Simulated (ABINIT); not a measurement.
# A self-consistent single point of NaBr (Fm-3m, 2 atoms in the cell) with ABINIT

Method: PBE, PAW (JTH v2.0 PBE PAW) (plane waves; ABINIT).

The input file:

```
# NaBr, JTH v2.0 PBE PAW
pp_dirpath "./"
pseudos "Na.GGA_PBE-JTH.xml, Br.GGA_PBE-JTH.xml"
acell 3*1.0
rprim
        -0.0000000000    5.5808298981    5.5808298981
         5.5808298981   -0.0000000000    5.5808298981
         5.5808298981    5.5808298981   -0.0000000000
natom 2
ntypat 2
znucl 11 35
typat 1 2
xred
         0.0000000000    0.0000000000    0.0000000000
         0.5000000000    0.5000000000    0.5000000000
ecut 30 Ha
pawecutdg 60 Ha
pawxcdev 0
ixc 11
occopt 1
nband 10
kptopt 1
ngkpt 10 10 10
nshiftk 1
shiftk 0 0 0
nstep 60
tolvrs 1.0e-10
diemac 4
prtwf 0
prtden 0
```

The program printed (abridged):

```
 Symmetries : space group Fm -3 m (#225); Bravais cF (face-center cubic)

 -outvars: echo values of preprocessed input variables --------
            acell      1.0000000000E+00  1.0000000000E+00  1.0000000000E+00 Bohr
           diemac      4.00000000E+00
             ecut      3.00000000E+01 Hartree
              ixc          11
         kptrlatt       10    0    0      0   10    0      0    0   10
          kptrlen      7.89248533E+01
            natom           2
            nband          10
            ngfft          40      40      40
          ngfftdg          60      60      60
             nkpt          47
            nstep          60
             nsym          48
           ntypat           2
        pawecutdg      6.00000000E+01 Hartree
         pawxcdev           0
            rprim     -0.0000000000E+00  5.5808298981E+00  5.5808298981E+00
                       5.5808298981E+00 -0.0000000000E+00  5.5808298981E+00
                       5.5808298981E+00  5.5808298981E+00 -0.0000000000E+00
          spgroup         225
           tolvrs      1.00000000E-10
            typat      1  2
           useylm           1
             xred      0.0000000000E+00  0.0000000000E+00  0.0000000000E+00
                       5.0000000000E-01  5.0000000000E-01  5.0000000000E-01
            znucl       11.00000   35.00000

== DATASET  1 ==================================================================

 Exchange-correlation functional for the present dataset will be:
  GGA: Perdew-Burke-Ernzerhof functional - ixc=11
 Citation for XC functional:
  J.P.Perdew, K.Burke, M.Ernzerhof, PRL 77, 3865 (1996)

 Real(R)+Recip(G) space primitive vectors, cartesian coordinates (Bohr,Bohr^-1):
 R(1)=  0.0000000  5.5808299  5.5808299  G(1)= -0.0895924  0.0895924  0.0895924
 R(2)=  5.5808299  0.0000000  5.5808299  G(2)=  0.0895924 -0.0895924  0.0895924
 R(3)=  5.5808299  5.5808299  0.0000000  G(3)=  0.0895924  0.0895924 -0.0895924
 Unit cell volume ucvol=  3.4763729E+02 bohr^3
 Angles (23,13,12)=  6.00000000E+01  6.00000000E+01  6.00000000E+01 degrees

 Coarse grid specifications (used for wave-functions):

 getcut: wavevector=  0.0000  0.0000  0.0000  ngfft=  40  40  40
         ecut(hartree)=     30.000   => boxcut(ratio)=   2.05551

 Fine grid specifications (used for densities):

 getcut: wavevector=  0.0000  0.0000  0.0000  ngfft=  60  60  60
         ecut(hartree)=     60.000   => boxcut(ratio)=   2.18020

   7.69213242E+02                                ecore*ucvol(ha*bohr**3)

_setup2: Arith. and geom. avg. npw (full set) are    2728.785    2728.779

--- !BeginCycle
solver: {iscf: 17, nstep: 60, nline: 4, wfoptalg: 10, }
tolerances: {tolvrs: 1.00E-10, }
...

     iter   Etot(hartree)      deltaE(h)  residm     nres2
 ETOT  1  -61.593549760842    -6.159E+01 8.820E-01 3.285E+00
 ETOT  2  -61.828374539490    -2.348E-01 9.521E-03 1.897E+00
 ETOT  3  -61.827405757516     9.688E-04 1.078E-03 4.244E-01
 ETOT  4  -61.827455244836    -4.949E-05 5.566E-04 1.577E-02
 ETOT  5  -61.827503472619    -4.823E-05 1.335E-04 5.485E-04
 ETOT  6  -61.827505136547    -1.664E-06 6.240E-05 4.999E-05
 ETOT  7  -61.827505216143    -7.960E-08 2.870E-05 2.899E-06
 ETOT  8  -61.827505217565    -1.422E-09 4.776E-05 8.341E-09
 ETOT  9  -61.827505217591    -2.552E-11 1.289E-05 8.599E-10
 ETOT 10  -61.827505217579     1.110E-11 3.132E-05 1.484E-11

 At SCF step   10       nres2   =  1.48E-11 < tolvrs=  1.00E-10 =>converged.

 Cartesian components of stress tensor (hartree/bohr^3)
  sigma(1 1)= -4.67443323E-05  sigma(3 2)=  0.00000000E+00
  sigma(2 2)= -4.67443323E-05  sigma(3 1)=  0.00000000E+00
  sigma(3 3)= -4.67443323E-05  sigma(2 1)=  0.00000000E+00

 ----iterations are completed or convergence reached----

 reduced coordinates (array xred) for    2 atoms
       0.000000000000      0.000000000000      0.000000000000
       0.500000000000      0.500000000000      0.500000000000
 cartesian forces (eV/Angstrom) at end:
    1     -0.00000000000000    -0.00000000000000    -0.00000000000000
    2     -0.00000000000000    -0.00000000000000    -0.00000000000000
 frms,max,avg= 0.0000000E+00 0.0000000E+00   0.000E+00  0.000E+00  0.000E+00 e/A
 length scales=  1.000000000000  1.000000000000  1.000000000000 bohr
              =  0.529177208590  0.529177208590  0.529177208590 angstroms
 Fermi (or HOMO) energy (hartree) =  -0.07535   Average Vxc (hartree)=  -0.29874
 Eigenvalues (hartree) for nkpt=  47  k points:
 kpt#   1, nband= 10, wtk=  0.00100, kpt=  0.0000  0.0000  0.0000 (reduced coord)
  -1.89878   -0.86662   -0.86662   -0.86662   -0.54854   -0.07535   -0.07535   -0.07535
   0.08077    0.28946
 prteigrs : prtvol=0 or 1, do not print more k-points.

--- !EnergyTerms
comment             : Components of total free energy in Hartree
kinetic             :  1.38982557110205E+01
hartree             :  1.94422783509465E+01
xc                  : -8.88979010912487E+00
Ewald energy        : -3.28507778643835E+01
psp_core            :  2.21268911528201E+00
local_psp           : -4.36272508283305E+01
spherical_terms     : -1.20129084077874E+01
total_energy        : -6.18275040323772E+01
total_energy_eV     : -1.68241194533071E+03
...

-Cartesian components of stress tensor (GPa)         [Pressure=  1.3753E+00 GPa]
- sigma(1 1)= -1.37526551E+00  sigma(3 2)=  0.00000000E+00
- sigma(2 2)= -1.37526551E+00  sigma(3 1)=  0.00000000E+00
- sigma(3 3)= -1.37526551E+00  sigma(2 1)=  0.00000000E+00

 Calculation completed.
```

The run converged in 10 iterations.

The starting cell comes from a database of computed structures (which also holds hypothetical and non-ambient phases and stackings), without a prior relaxation at this level. Its lattice was rescaled by a random factor within 2.5 % of one.

Cost on one core of a shared machine: roughly 50 s.
